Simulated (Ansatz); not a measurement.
# Al2Ru (I4/mmm) in Ansatz: a series of runs

One crystal, Al2Ru, is run at these levels: LDA; tasks: single point, equation of state.

Program: Ansatz 0.2.0. These are calculated values, not measurements. Logs are shortened: lines on timing, memory, paths and dates and some standing lists are left out, and cuts for length are marked.

### Step 1. The structure

The structure is tetragonal, space group I4/mmm (No. 139). The conventional cell has a = 3.121 Å, b = 3.121 Å, c = 8.444 Å, α = 90.00°, β = 90.00°, γ = 90.00°. Ru (site symmetry 4/mmm) has 10 Al at 2.58 to 2.88 Å as nearest neighbours. Around Al (site symmetry 4mm) lie 5 Ru at 2.58 to 2.88 Å and 5 Al at 2.69 Å.

The cell comes from a database or a generator and needn't be the stable form of this composition.

### Step 2. Single point, LDA, 12.88 Å³/atom (volume scaled by 0.94)

input.yaml reads:

```yaml
crystal:
  lattice:
    - [-1.5285673427, 1.5285673427, 4.1356221097]
    - [1.5285673427, -1.5285673427, 4.1356221097]
    - [1.5285673427, 1.5285673427, -4.1356221097]
  atoms:
    - { symbol: Ru, position: [0.0, 0.0, 0.0] }
    - { symbol: Al, position: [0.34079781, 0.34079781, 0.0] }
    - { symbol: Al, position: [0.65920219, 0.65920219, 0.0] }
hamiltonian:
  xc: lda
  pseudopotentials: { kind: paw }
kpoints:
  mp_grid: { grid: [12, 12, 12] }
scf:
  occupations: { method: fermi_dirac, width: 0.05 }
output:
  forces: true
  stress: true
  eigenvalues: true
```

Potentials or basis: Ansatz PAW.

The run is started by

```sh
ansatz run input.yaml --threads 2 --pin off --max-ram 5632MiB --backend cpu --events-out ev --progress --plain --runs-dir out
```

The log of the run:

```text
Warning: RAYON_NUM_THREADS=2 ignored (pool sized by the plan → 2); use --threads N
basis.fft_grid_basis auto: the FFT boxes are laid along the combinations [[1, 0, 1], [0, 1, 1], [0, 0, 1]] of the cell's own vectors, 3.057, 3.057 and 4.667 Å long. The dense box has 24×24×32 points. Along the cell's own vectors, as sized, it would have 32×32×32, 1.78 times as many. Of the 16 symmetry operations that the crystal satisfies within crystal.symmetry.tolerance (time reversal apart; of a slab, those that keep its plane) the dense box along the cell's own vectors carries 16, and the one as laid loses 12 of those. basis.fft_grid_basis: typed keeps the cell's own vectors: state it where this run's energies or levels are differenced outside the engine with another run's, or held beside a run that keeps those vectors.
Engine: ansatz 0.2.0, aarch64-unknown-linux-gnu
Pseudopotentials: kind: paw
Pseudopotential: Ru, paw, valence charge 16, recommended cutoff 420 eV (normal), Ru.paw.azcp
Pseudopotential: Al, paw, valence charge 3, recommended cutoff 420 eV (normal), Al.paw.azcp
Functional definition: SPW92
  exchange = slater_x
  correlation = pw_c
Crystal: 3 atoms, lattice volume = 38.652 Å³
Basis set: ecut = 420 eV, 745 PW (Γ), FFT grids on a1+a3, a2+a3, a3
Bands: 15, of which v1, the nominal top of the filled ones, is band 11 counted from 1 (10 counted from 0)
Symmetry: 16 space group operations
Space group: I4/mmm (ITA 139), of the structure as read, at distance tolerance 3.4e-5 Å
k-points: 163 of 1728
Non-local potential: Ru, projectors of the file, l = 0: 3, l = 1: 2, l = 2: 2, l = 3: 1
Non-local potential: Al, projectors of the file, l = 0: 2, l = 1: 2, l = 2: 1
PAW form: soft (Blöchl's): semilocal exchange-correlation on the pseudo side does not see the compensation charge
PAW frozen core: Ru, regenerated for the run's functional, and the local potential with it (the file was generated under x = pbe(κ = 0.804, μ = 0.2195149727645171), c = pbe(β = 0.06672455060314922))
PAW frozen core: Al, regenerated for the run's functional, and the local potential with it (the file was generated under x = pbe(κ = 0.804, μ = 0.2195149727645171), c = pbe(β = 0.06672455060314922))
PAW one-centre angular grid: Ru, 590 points (default); XC on 64 Gauss nodes
PAW one-centre angular grid: Al, 110 points (default); XC on 64 Gauss nodes
Initial density: superposition of atomic densities (neutral atoms: chi_scale 0, normalization atom), corrected by the library's trained network
Initial wavefunctions: pseudopotential atomic-orbital guess
Functional: x = slater, c = lda
SCF iter   1: F=—  HF=-6786.047532 eV  |F-HF|=—  |Δ(HF+E_count)|=         —  Δρ=8.54e-3  dr2=3.05e-2  ethr=1.77e-3  ⟨swp⟩=5.4  Hψ=13581  notcnv=0
preconditioner: auto → none  [insulator: Δε(μ)=0.150 eV  Ē_g=7.703 eV  σ=0.050 eV  W_gap=0.54  n_scr=10 (ndim 8)  ℏωp=22.3 eV  f_vac=0.000  D(μ)=0.12/eV (n_scr^D=0)  ε∞_Penn≈9.4]
SCF iter   2: F=—  HF=-6786.041665 eV  |F-HF|=—  |Δ(HF+E_count)|=   5.87e-3  Δρ=2.87e-3  dr2=2.30e-3  ethr=1.39e-4  ⟨swp⟩=1.9  Hψ=4155  notcnv=0
SCF iter   3: F=—  HF=-6786.041118 eV  |F-HF|=—  |Δ(HF+E_count)|=   5.47e-4  Δρ=5.83e-4  dr2=6.82e-5  ethr=1.05e-5  ⟨swp⟩=2.2  Hψ=3786  notcnv=0
SCF iter   4: F=—  HF=-6786.041108 eV  |F-HF|=—  |Δ(HF+E_count)|=   9.90e-6  Δρ=7.41e-5  dr2=2.07e-6  ethr=3.10e-7  ⟨swp⟩=2.0  Hψ=3376  notcnv=0
iter 5 did not close the SCF: its close was put off for the readings that it lacked (scf_convergence_deferred on its scf_iter line)
SCF iter   5: F=-6786.041108 eV  HF=-6786.041108 eV  |F-HF|=5.27e-8  |Δ(HF+E_count)|=   4.67e-7  Δρ=1.33e-5  dr2=7.90e-8  ethr=9.39e-9  ⟨swp⟩=2.1  Hψ=3629  notcnv=0
SCF iter   6: F=-6786.041108 eV  HF=-6786.041108 eV  |F-HF|=3.53e-10  |Δ(HF+E_count)|=   2.04e-8  Δρ=2.67e-6  dr2=1.52e-9  ethr=3.59e-10  ⟨swp⟩=2.2  Hψ=8579  notcnv=0
SCF 1 converged in 6 iterations: F = -6786.041108 eV  dr2 = 1.52e-9
SCF converged after 6 iterations
Free energy (F): -6786.041108 eV
Harris-Foulkes:  -6786.041108 eV  (|F-HF|=3.53e-10)
Internal energy: -6786.039168 eV  (E = F + TS)
E sigma→0 (E₀):  -6786.040138 eV
Entropy (-TS):   -0.001940 eV (-0.647 meV/atom)
Fermi energy:    14.934184 eV
--- Per-component energies (eV) ---
  E_band       = -128.610992
  E_kinetic    = 571.410175
  E_local      = -2096.147472  (includes V_loc(G=0)·N_el)
  E_nonlocal   = 371.441722
  E_hartree    = 781.228134
  E_xc         = -272.903399
  E_vxc        = -303.494604  (∫ρ·V_xc dr)
  E_paw        = -4229.327604  (= ΣΔE_a)
  E_vpaw       = -234.276116  (= ΣTr[D̂ρ^β])
  E_aug_tail   = -0.000229  (compensation charges beyond the density's cutoff)
  E_ewald      = -1912.423613
  E_core_change = 0.683118  (= ΣΔE_core)
  E_smearing   = -0.001940  (= −TS)
  E_closure    = 0.000000  (closes the sum)
  Σ components = -6786.041108   (vs F -6786.041108, Δ=0.00e0)
--- Forces (eV/Å), atoms counted from 1 ---
  atom   1  Ru     0.00000000     0.00000000     0.00000000
  atom   2  Al     0.00000000    -0.00000000    -0.07804130
  atom   3  Al     0.00000000    -0.00000000     0.07804130
  max |Σ_I F_I| component: 2.78e-17 eV/Å
--- Stress (GPa, compression-positive) ---
        7.804558      -0.000000       0.000000
       -0.000000       7.804558       0.000000
       -0.000000      -0.000000       7.145345
  P = ⅓ Tr σ = 7.5848 GPa (75.848 kbar)
--- Band table (eV; the first three rows and the last of 163) ---
  k-point 0: bands = ["-57.5701", "-27.6523", "-27.6523", "-27.5948", "3.6205", "9.1560", "10.7613", "12.8051", "12.8051", "12.9457", "13.9336", "17.5462", "19.5542", "21.2656", "21.2656"]
  k-point 1: bands = ["-57.5685", "-27.6632", "-27.6624", "-27.5925", "3.8597", "9.3646", "10.8761", "12.0166", "12.4810", "13.6104", "13.8982", "17.4962", "18.9810", "20.2878", "20.9369"]
  k-point 2: bands = ["-57.5642", "-27.6924", "-27.6899", "-27.5863", "4.5566", "9.9180", "11.2235", "11.4154", "11.7163", "12.7877", "14.8331", "17.4373", "18.2993", "19.0985", "20.2354"]
  k-point 162: bands = ["-57.5701", "-27.6524", "-27.6524", "-27.5982", "5.5576", "6.1737", "10.5886", "12.0741", "13.2676", "13.2676", "13.9628", "18.2290", "18.2290", "21.3627", "21.6420"]
```

It took 2 s on 2 threads of Arm Neoverse V2, shared host; peak memory 0.35 GiB.

Results:

```yaml
Free_energy: -6786.0411 eV
Pressure: 7.6 GPa
Largest_force: 0.078 eV/Å
Band_gap_on_the_k_mesh: none (metal or under the smearing width)
```

Caveat: the PAW data sets come from PBE, with cores solved anew for the run's functional, which leaves a small shift of forces and pressure.

### Step 3. Single point, LDA, 13.16 Å³/atom (volume scaled by 0.96)

input.yaml, as its differences from that of step 2:

```diff
@@ -2,5 +2,5 @@
   lattice:
-    - [-1.5285673427, 1.5285673427, 4.1356221097]
-    - [1.5285673427, -1.5285673427, 4.1356221097]
-    - [1.5285673427, 1.5285673427, -4.1356221097]
+    - [-1.5393322561, 1.5393322561, 4.1647471686]
+    - [1.5393322561, -1.5393322561, 4.1647471686]
+    - [1.5393322561, 1.5393322561, -4.1647471686]
   atoms:
@@ -20 +20,5 @@
   eigenvalues: true
+  write_density: true
+  write_potential: true
+  elf: true
+  volumetric_format: npy
```

Potentials or basis: Ansatz PAW.

The run is started by

```sh
ansatz run input.yaml --threads 2 --pin off --max-ram 5632MiB --backend cpu --events-out ev --progress --plain --runs-dir out
```

It took 3.3 s on 2 threads of Arm Neoverse V2, shared host; peak memory 0.36 GiB.

The run converged. Its results:

```yaml
Free_energy: -6786.0682 eV
Pressure: 3.1 GPa
Band_gap_on_the_k_mesh: none (metal or under the smearing width)
```

Caveat: the PAW data sets come from PBE, with cores solved anew for the run's functional, which leaves a small shift of forces and pressure.

### Step 4. Single point, LDA, 13.43 Å³/atom (volume scaled by 0.98)

input.yaml, as its differences from that of step 3:

```diff
@@ -2,5 +2,5 @@
   lattice:
-    - [-1.5393322561, 1.5393322561, 4.1647471686]
-    - [1.5393322561, -1.5393322561, 4.1647471686]
-    - [1.5393322561, 1.5393322561, -4.1647471686]
+    - [-1.5499486761, 1.5499486761, 4.1934704705]
+    - [1.5499486761, -1.5499486761, 4.1934704705]
+    - [1.5499486761, 1.5499486761, -4.1934704705]
   atoms:
```

The run is started by

```sh
ansatz run input.yaml --threads 2 --pin off --max-ram 5632MiB --backend cpu --events-out ev --progress --plain --runs-dir out
```

It took 3.3 s on 2 threads of Arm Neoverse V2, shared host; peak memory 0.37 GiB.

The run converged. Its results:

```yaml
Free_energy: -6786.0733 eV
Pressure: -1.0 GPa
Largest_force: 0.071 eV/Å
Band_gap_on_the_k_mesh: none (metal or under the smearing width)
```

Caveat: the PAW data sets come from PBE, with cores solved anew for the run's functional, which leaves a small shift of forces and pressure.

### Step 5. Single point, LDA, 13.71 Å³/atom

input.yaml reads:

```yaml
crystal:
  lattice:
    - [-1.56042162, 1.56042162, 4.22180559]
    - [1.56042162, -1.56042162, 4.22180559]
    - [1.56042162, 1.56042162, -4.22180559]
  atoms:
    - { symbol: Ru, position: [0.0, 0.0, 0.0] }
    - { symbol: Al, position: [0.34079781, 0.34079781, 0.0] }
    - { symbol: Al, position: [0.65920219, 0.65920219, 0.0] }
hamiltonian:
  xc: lda
  pseudopotentials: { kind: paw }
kpoints:
  mp_grid: { grid: [12, 12, 12] }
scf:
  occupations: { method: fermi_dirac, width: 0.05 }
output:
  forces: true
  stress: true
  eigenvalues: true
```

The run is started by

```sh
ansatz run input.yaml --threads 2 --pin off --max-ram 5632MiB --backend cpu --events-out ev --progress --plain --runs-dir out
```

Run time: 2.1 s. Hardware: 2 threads of Arm Neoverse V2, shared host; peak memory 0.36 GiB.

The run converged. Its results:

* Free energy: -6786.0587 eV
* Pressure: -4.6 GPa
* Largest force: 0.138 eV/Å
* Band gap on the k mesh: none (metal or under the smearing width)

Caveat: the PAW data sets come from PBE, with cores solved anew for the run's functional, which leaves a small shift of forces and pressure.

### Step 6. Single point, LDA, 13.98 Å³/atom (volume scaled by 1.02)

input.yaml, as its differences from that of step 5:

```diff
@@ -2,5 +2,5 @@
   lattice:
-    - [-1.56042162, 1.56042162, 4.22180559]
-    - [1.56042162, -1.56042162, 4.22180559]
-    - [1.56042162, 1.56042162, -4.22180559]
+    - [-1.5707558392, 1.5707558392, 4.2497653822]
+    - [1.5707558392, -1.5707558392, 4.2497653822]
+    - [1.5707558392, 1.5707558392, -4.2497653822]
   atoms:
```

Potentials or basis: Ansatz PAW.

The run is started by

```sh
ansatz run input.yaml --threads 2 --pin off --max-ram 5632MiB --backend cpu --events-out ev --progress --plain --runs-dir out
```

It took 2.1 s on 2 threads of Arm Neoverse V2, shared host; peak memory 0.36 GiB.

Results (log left out):

| Item | Value |
| --- | --- |
| Free energy | -6786.0264 eV |
| Pressure | -7.9 GPa |
| Largest force | 0.199 eV/Å |
| Band gap on the k mesh | none (metal or under the smearing width) |

Caveat: the PAW data sets come from PBE, with cores solved anew for the run's functional, which leaves a small shift of forces and pressure.

### Step 7. Single point, LDA, 14.25 Å³/atom (volume scaled by 1.04)

input.yaml, as its differences from that of step 6:

```diff
@@ -2,5 +2,5 @@
   lattice:
-    - [-1.5707558392, 1.5707558392, 4.2497653822]
-    - [1.5707558392, -1.5707558392, 4.2497653822]
-    - [1.5707558392, 1.5707558392, -4.2497653822]
+    - [-1.5809558382, 1.5809558382, 4.2773620346]
+    - [1.5809558382, -1.5809558382, 4.2773620346]
+    - [1.5809558382, 1.5809558382, -4.2773620346]
   atoms:
@@ -20 +20,5 @@
   eigenvalues: true
+  write_density: true
+  write_potential: true
+  elf: true
+  volumetric_format: npy
```

The run is started by

```sh
ansatz run input.yaml --threads 2 --pin off --max-ram 5632MiB --backend cpu --events-out ev --progress --plain --runs-dir out
```

Run time: 3.5 s. Hardware: 2 threads of Arm Neoverse V2, shared host; peak memory 0.38 GiB.

The run converged. Its results:

```yaml
Free_energy: -6785.9784 eV
Pressure: -10.8 GPa
Largest_force: 0.255 eV/Å
Band_gap_on_the_k_mesh: none (metal or under the smearing width)
```

Caveat: the PAW data sets come from PBE, with cores solved anew for the run's functional, which leaves a small shift of forces and pressure.

### Step 8. Single point, LDA, 14.53 Å³/atom (volume scaled by 1.06)

input.yaml, as its differences from that of step 7:

```diff
@@ -2,5 +2,5 @@
   lattice:
-    - [-1.5809558382, 1.5809558382, 4.2773620346]
-    - [1.5809558382, -1.5809558382, 4.2773620346]
-    - [1.5809558382, 1.5809558382, -4.2773620346]
+    - [-1.5910258921, 1.5910258921, 4.3046071133]
+    - [1.5910258921, -1.5910258921, 4.3046071133]
+    - [1.5910258921, 1.5910258921, -4.3046071133]
   atoms:
```

The run is started by

```sh
ansatz run input.yaml --threads 2 --pin off --max-ram 5632MiB --backend cpu --events-out ev --progress --plain --runs-dir out
```

Run time: 3.6 s. Hardware: 2 threads of Arm Neoverse V2, shared host; peak memory 0.38 GiB.

Results (log left out):

* Free energy: -6785.9162 eV
* Pressure: -13.4 GPa
* Largest force: 0.307 eV/Å
* Band gap on the k mesh: none (metal or under the smearing width)

Caveat: the PAW data sets come from PBE, with cores solved anew for the run's functional, which leaves a small shift of forces and pressure.

### Step 9. Equation of state, LDA

Potentials or basis: Ansatz PAW.

This step only gathers the single runs of the series.

What came out:

```
Equilibrium volume                        : 13.36 Å³/atom
Bulk modulus at fixed shape and positions : 192 GPa
Pressure derivative of the bulk modulus   : 4.4
```

Energy against volume, from the lowest point:
| volume (Å³/atom) | energy (meV/atom) |
| --- | --- |
| 12.884 | 10.73 |
| 13.158 | 1.70 |
| 13.432 | 0.00 |
| 13.706 | 4.87 |
| 13.980 | 15.62 |
| 14.255 | 31.64 |
| 14.529 | 52.38 |

Caveat: the cell was scaled at fixed shape and fractional positions, which overstates the stiffness of a crystal with free parameters, most of all of layers and chains.
